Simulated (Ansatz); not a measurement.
**Does relaxation matter for the field gradients of Si3N4?**

Start: a COD entry, atoms as given.

```
Si N
1.0
     7.59500    0.00000    0.00000
    -3.79750    6.57746    0.00000
     0.00000    0.00000    2.90230
Si N
6 8
Direct
  0.76870 0.17440 0.25000
  0.59430 0.76870 0.75000
  0.82560 0.59430 0.25000
  0.23130 0.82560 0.75000
  0.40570 0.23130 0.25000
  0.17440 0.40570 0.75000
  0.02970 0.32950 0.26500
  0.70020 0.02970 0.76500
  0.67050 0.70020 0.26500
  0.97030 0.67050 0.76500
  0.29980 0.97030 0.26500
  0.32950 0.29980 0.76500
  0.33333 0.66667 0.23440
  0.66667 0.33333 0.73440
```

Atom numbers follow the list; atoms alike are taken as one site, whose name carries the number of the first.

All values are calculated (Ansatz; DFT, PBE, plane waves and PAW (field gradients read without the response of the frozen cores, which leaves them typically 4 to 6 % off), scalar-relativistic, 420 eV cutoff, Γ-centred 4×4×10 k-points, Fermi–Dirac smearing 0.02 eV), not measured.

The largest force at the start is 2.5 eV/Å. Relaxing the ions at fixed cell moves them by 1.187 Å at most (atom 13, N) and 0.485 Å rms.

| site | atom | moved (Å) | first shell before | first shell after | V_zz before (10²¹ V/m²) | η before |
| --- | --- | --- | --- | --- | --- | --- |
| Si | 1 | 0.220 | 3 N at 1.70–1.77 Å | 4 N at 1.73 Å | 5.50 | 0.43 |
| N7 | 7 | 0.176 | 3 Si at 1.70–1.77 Å | 3 Si at 1.73 Å | -4.91 | 0.33 |
| N13 | 13 | 1.187 | 6 Si at 2.23–2.29 Å | 3 Si at 1.73 Å | 4.94 | 0.00 |

(1) How do the gradients change?

## Answers

(1) 

| site | atom | V_zz after | η after | change of V_zz |
| --- | --- | --- | --- | --- |
| Si | 1 | 0.91 | 0.27 | – |
| N7 | 7 | -5.10 | 0.07 | -0.19 |
| N13 | 13 | -5.03 | 0.00 | -9.97 |

The largest change of V_zz along a kept axis is on N13, from 4.94 to -5.03. In per cent, |V_zz| changes by +4 on N (all sites that start above 0.5, bar those whose gradient vanishes or changes sign or whose main axis turns by over 40°). Where |V_zz| stays above 0.1 and the axes keep their order, η moves most on N7, from 0.33 to 0.07. V_zz changes sign on N13 (same axis). On Si the largest principal value lies along another axis in the second run, so the two V_zz can't be compared directly.

Before: At this cell the PBE pressure is -2.2 GPa (principal stresses up to 30 GPa in size), so it isn't the equilibrium cell of PBE. The entry's cell may itself be off.
After: At this cell the PBE pressure is 6 GPa, so with PBE the cell would grow if it were relaxed.
